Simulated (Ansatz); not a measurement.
Runs of Ansatz 0.2.0 on KF (Carobbiite). All rows change the cell; the cell of one of them follows. Symmetry: I4/mmm, No. 139, tetragonal system. The conventional cell has a = 3.779 Å, b = 3.779 Å, c = 5.451 Å, α = 90.00°, β = 90.00°, γ = 90.00°. K (site symmetry 4/mmm) is surrounded by 6 F at 2.67 to 2.73 Å. F (site symmetry 4/mmm) has 6 K at 2.67 to 2.73 Å as nearest neighbours. 

```tsv
cell	gap on the mesh (eV)	pressure (GPa)
atoms relaxed from: strained by +2 %	6.07	0.7
atoms relaxed from: strained by -1 %	6.22	1.8
atoms relaxed from: strained by -4 %	6.34	3.1
atoms relaxed from: strained by -2 %	(b)	2.2
atoms relaxed from: strained by +4 %	(a)	0.2
```

Alike in all rows: task relaxation of the atoms; level PBE; potentials or basis Ansatz PAW; no spin polarisation; k mesh 9 × 9 × 9; cutoff (eV) 420; smearing fermi-dirac 0.05 eV.

Problem. Estimate the missing entries.

Solution. (a) 5.96; (b) 6.26.

Caveats: the relaxation stopped at its first step, so nothing moved; odd divisions of the mesh miss points on the zone boundary, where band edges often lie, so the gap on the mesh can be too wide; the thresholds are loose for stress.

A k mesh can miss the band edges.
